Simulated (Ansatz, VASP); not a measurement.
## C: VASP beside Ansatz

The input INCAR:

```
ALGO = Fast
DIPOL = 0.5 0.5 0.500
EDIFF = 1E-7
ENCUT = 520
GGA = PE
IDIPOL = 3
ISIF = 2
ISMEAR = 0
IVDW = 12
LASPH = T
LCHARG = F
LDIPOL = T
LREAL = F
LWAVE = F
NBANDS = 11
NELM = 60
PREC = Accurate
SIGMA = 0.1
```

The input KPOINTS:

```
k-points
0
Gamma
  9 9 1
```

Contents of POSCAR:

```
C
1.0
    2.5795255378      0.0000000000      0.0000000000
   -1.2897627689      2.2339346454      0.0000000000
    0.0000000000      0.0000000000     28.0000000000
C
2
Direct
    0.3333333333      0.6666666667      0.5054285714
    0.6666666667      0.3333333333      0.4945714286
```

Input for Ansatz:

```yaml
crystal:
  lattice:
    - [2.5795255378, 0.0, 0.0]
    - [-1.2897627689, 2.2339346454, 0.0]
    - [0.0, 0.0, 28.0]
  atoms:
    - { symbol: C, position: [0.3333333333, 0.6666666667, 0.5054285714] }
    - { symbol: C, position: [0.6666666667, 0.3333333333, 0.4945714286] }
  periodic: [true, true, false]
basis:
  ecutwfc: 420
kpoints:
  mp_grid: { grid: [9, 9, 1] }
hamiltonian:
  xc: pbe
  dispersion: d3bj
scf:
  occupations: { method: gaussian, width: 0.1 }
output:
  forces: true
  stress: true
  eigenvalues: true
```

The cell was built by a generator and needn't be a form met in nature.

Alike in both runs: task single point; functional PBE; dispersion D3(BJ); k mesh 9 × 9 × 1; occupations gaussian, width 0.1 eV; no spin polarisation.

```csv
,VASP,Ansatz
version,VASP 6.6.1,Ansatz 0.2.0
potentials or method,"VASP PAW PBE potentials, release 64 (C)","scalar-relativistic, plane waves, PAW"
plane-wave cutoff (eV),520,420
valence electrons in the cell,8,8
```

```tsv
	VASP	Ansatz	Ansatz less VASP
gap on the k mesh at the Fermi level (eV)	none	none	-
rms of the force components (eV/Å)	2.864	2.874	+0.0098
work function, face that differs most (eV)	4.85	4.86	+0.010
```

Atom by atom the forces differ by 0.010 eV/Å (rms over components). A gap of «none» marks a metal or a gap that the smearing closes.
